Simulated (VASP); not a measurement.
# AlN, self-consistent run: which settings are enough?

AlN, P1 (no. 1), 4 atoms in the cell. PBE; PAW potentials Al, N (PBE set). VASP 6.6.1. The atoms are moved at random off their ideal places.

Wanted: energy within 1 meV/atom; forces within 0.005 eV/Å; pressure within 0.1 GPa.

POSCAR:
```
AlN
1.0
    3.1130000000      0.0000000000      0.0000000000
   -1.5565000000      2.6959370820      0.0000000000
    0.0000000000      0.0000000000      4.9810000000
Al N
2 2
Direct
    0.6669120000      0.3362360000      0.4998430000
    0.3268940000      0.6678470000     -0.0018600000
    0.6696610000      0.3331100000      0.8779580000
    0.3369420000      0.6692960000      0.3828520000
```

## One numerical tag moved

| One numerical tag moved | Energy less reference (meV/atom) | Forces, largest deviation (eV/Å) | Pressure (GPa) | SCF iterations | Time (s) |
|---|---|---|---|---|---|
| default | 0.0 | 0.0000 | 3.53 | 14 | 27 |
| NDAV = 2 | 0.0 | 0.0000 | 3.53 | 14 | 27 |
| EBREAK = 1e-10 | 0.0 | 0.0000 | 3.53 | 14 | 28 |
| RANDOM_GENERATOR = pcg_32 | 0.0 | 0.0000 | 3.53 | 14 | 28 |
| LCORR = F | 0.0 | 0.0001 | 3.53 | 14 | 28 |
| DEPER = 0.6 | 0.0 | 0.0000 | 3.53 | 14 | 27 |
| EBREAK = 0.0001 | 0.0 | 0.0001 | 3.53 | 15 | 24 |
| WEIMIN = 0.0 | 0.0 | 0.0000 | 3.53 | 14 | 26 |
| LMAXPAW = -1 | -12.0 | 0.0048 | 2.82 | 14 | 28 |

## Question

For each series: keep the first row unless others stay within half of the tolerance and take at least 30 % less time, and then take the fastest.

## Answer

- one numerical tag moved: default

## The input

INCAR:
```
  ALGO = Normal
  EDIFF = 1E-7
  ENCUT = 520
  ISIF = 2
  ISMEAR = 0
  LASPH = T
  LCHARG = F
  LREAL = F
  LWAVE = F
  NELM = 100
  PREC = Accurate
  SIGMA = 0.02
```

KPOINTS:
```
k-points
0
Gamma
  8 8 5
```

Commands:
```
cat potpaw_PBE.64/Al/POTCAR potpaw_PBE.64/N/POTCAR > POTCAR
mpirun -np 1 vasp_std > vasp.out
```

The chosen input took VASP 6.6.1 27 s on 1 core (Intel Xeon 6975P-C (Granite Rapids)), a shared host.

## An input that fails: LMAXPAW = -1 without LASPH

It runs to its end, but against the unchanged starting input it is off by 12.0 meV/atom in the energy, 0.0048 eV/Å in the forces, 0.71 GPa in the pressure.

Changes against the starting input:
```
- LASPH = True
+ LASPH = False
+ LMAXPAW = -1
```
